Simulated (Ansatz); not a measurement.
Sb (buckled honeycomb monolayer): a single-point calculation in the PAW code Ansatz (HSE06). The cell was relaxed with r2SCAN and then strained (in-plane biaxial -5.0 %), with the atoms relaxed again with r2SCAN; k points keep the names of the unstrained zone.

Input (YAML):
```yaml
crystal:
  lattice:
    - [3.8999238406, 0.0, 0.0]
    - [-1.9499619203, 3.3774331188, 0.0]
    - [0.0, 0.0, 26.8552477996]
  atoms:
    - { symbol: Sb, position: [0.3333333333, 0.6666666667, 0.3135771594] }
    - { symbol: Sb, position: [0.6666666667, 0.3333333333, 0.3763298576] }
  periodic: [true, true, false]
kpoints:
  mp_grid: { grid: [6, 6, 1] }
  band_path:
    path: [[0.0, 0.0, 0.0], [0.5, 0.0, 0.0], [0.3333333333, 0.3333333333, 0.0]]
    npoints: 1
hamiltonian:
  xc: hse06
scf:
  occupations: { method: fixed }
  n_extra_bands: 4
output:
  forces: true
  stress: true
  eigenvalues: true
```

Command: `ansatz run input.yaml --threads 4 --pin off --max-ram 5529MiB --backend cpu --events-out ev --progress --plain --runs-dir out`. It took 76 s on 4 threads of Arm Neoverse V1, on a shared host, load about 0.3 per core; peak host memory 4 GiB.

Abridged output:
```
scf.n_extra_bands = 4 over 15 filled bands (N_el = 30.0): the run solves 19 bands
Functional definition: HSE06
Crystal: 2 atoms, lattice volume = 353.730 Å³
Basis set: ecut = 420 eV, 7001 PW (Γ)
Symmetry: 12 space group operations
Space group: P-3m1 (ITA 164)
k-points: 7 of 36
[warm-up without exact exchange]
SCF iter   1: HF=-12968.669584 eV  Δρ=8.30e-4  dr2=4.02e-3
SCF iter   2: HF=-12968.670731 eV  Δρ=3.34e-4  dr2=3.20e-4
SCF iter   3: HF=-12968.671289 eV  Δρ=1.29e-4  dr2=4.10e-5
SCF iter   4: HF=-12968.671426 eV  Δρ=2.02e-5  dr2=7.63e-7
SCF 1 stopped early in 4 iterations: F = -12968.671426 eV  dr2 = 7.63e-7
[exact exchange on]
Exchange kernel: α = 0.2500, screened, ω = 0.2079 Å⁻¹, Wigner–Seitz truncation, v(0) = 1046.7042 eV·Å³, q-mesh 6×6×1
SCF iter   1: HF=-12977.228760 eV  Δρ=1.81e-3  dr2=5.76e-3
preconditioner: auto → none  [insulator: Δε(μ)=1.035 eV  ℏωp=6.1 eV]
SCF iter   2: HF=-12977.227488 eV  Δρ=7.51e-4  dr2=1.34e-3
SCF iter   3: HF=-12977.232247 eV  Δρ=3.58e-4  dr2=3.35e-4
SCF iter   4: HF=-12977.232163 eV  Δρ=2.98e-5  dr2=1.32e-5
SCF iter   5: HF=-12977.232239 eV  Δρ=3.66e-5  dr2=4.09e-6
SCF iter   6: HF=-12977.232238 eV  Δρ=4.63e-6  dr2=3.57e-7
SCF 2 stopped early in 6 iterations: F = -12977.232238 eV  dr2 = 3.57e-7
hybrid outer 1: dexx = +5.430e-3 eV, tail = 5.18e-5 eV
SCF iter   1: HF=-12977.232054 eV  Δρ=1.20e-5  dr2=5.52e-7
SCF iter   2: HF=-12977.232055 eV  Δρ=1.06e-5  dr2=2.96e-7
SCF iter   3: HF=-12977.232055 eV  Δρ=4.04e-6  dr2=3.34e-8
SCF iter   4: HF=-12977.232055 eV  Δρ=1.12e-6  dr2=2.52e-9
SCF iter   5: HF=-12977.232055 eV  Δρ=3.29e-7  dr2=1.84e-10
SCF 3 converged in 5 iterations: F = -12977.232055 eV  dr2 = 1.84e-10
hybrid outer 2: dexx = +5.703e-7 eV, tail = 8.64e-9 eV, Δε = 2.16e-3 eV, ΔF = 3.40e-3 eV/Å
hybrid SCF converged: 2 outer / 11 inner (+4 warm-up)
Free energy (F): -12977.232055 eV
Fermi energy:    -4.529739 eV
--- Forces (eV/Å), atoms counted from 1 ---
  atom   1  Sb      0.00000      0.00000      0.14464
  atom   2  Sb      0.00000      0.00000    -0.14464
--- 2D stress c σ (N/m, compression-positive) ---
        2.384348       0.000000       0.000000
        0.000000       2.384348       0.000000
        0.000000       0.000000       0.000000
  P = ½ c Tr σ = 2.3843 N/m
--- Band table (eV; the first three rows and the last of 7) ---
  k-point 0: bands = […, -35.6461, -18.1784, -12.3166, -6.2336, -4.5297, -4.5297, -1.9702, -1.1266, -1.1266, -0.3988]
  k-point 1: bands = […, -35.6470, -17.7938, -12.1761, -6.8896, -6.0272, -5.2764, -2.3958, -0.6766, -0.5603, 0.0893]
  k-point 2: bands = […, -35.6490, -16.6965, -12.5090, -8.8267, -6.2453, -6.1410, -3.3487, -1.2708, -0.4151, 0.7333]
  k-point 6: bands = […, -35.6559, -14.4279, -14.4279, -9.3353, -7.2764, -7.2764, -3.4585, -0.7777, -0.7777, 2.1630]
```

The rows of the band table are 0: (0, 0, 0) = Γ, 1: (0, 1/6, 0), 2: (0, 1/3, 0), 6: (1/3, 1/3, 0) = K.

Levels at the listed points, from bands.tsv (eV from the Fermi energy, bands near the gap, counted from 0):
```tsv
# k_distance	band_10	band_11	band_12	band_13	band_14	band_15	band_16	band_17	band_18
# fermi_ev = -4.529739
# [0, 0, 0] at k_distance = 0.000000
# [0.5, 0, 0] at k_distance = 0.930172
# [0.3333333333, 0.3333333333, 0] at k_distance = 1.467207
# levels_relative_to = fermi_ev
0.000	-13.649	-7.787	-1.704	0.000	0.000	2.560	3.403	3.403	4.131
0.930	-11.046	-9.158	-4.136	-2.454	-2.085	1.839	2.171	3.996	4.953
1.467	-9.898	-9.898	-4.806	-2.747	-2.747	1.071	3.752	3.752	6.693
```
In order the rows are Γ, M, K.

The HSE06 gap is indirect, 1.07 eV (Γ to K), below the direct gap of 2.56 eV at Γ. With the atoms held, the mean in-plane stress is +2.4 N/m (compression positive). The stress of a hybrid is loosely converged here. The largest force is 0.14 eV/Å.

Simulation only: spin-unpolarised, and no claim that this is the phase found in nature.

No spin-orbit coupling is included; it can move band edges with weight on the heavy atoms by tenths of an eV.

The meshes of the hybrids are coarse, so their gaps aren't converged to the digits shown.
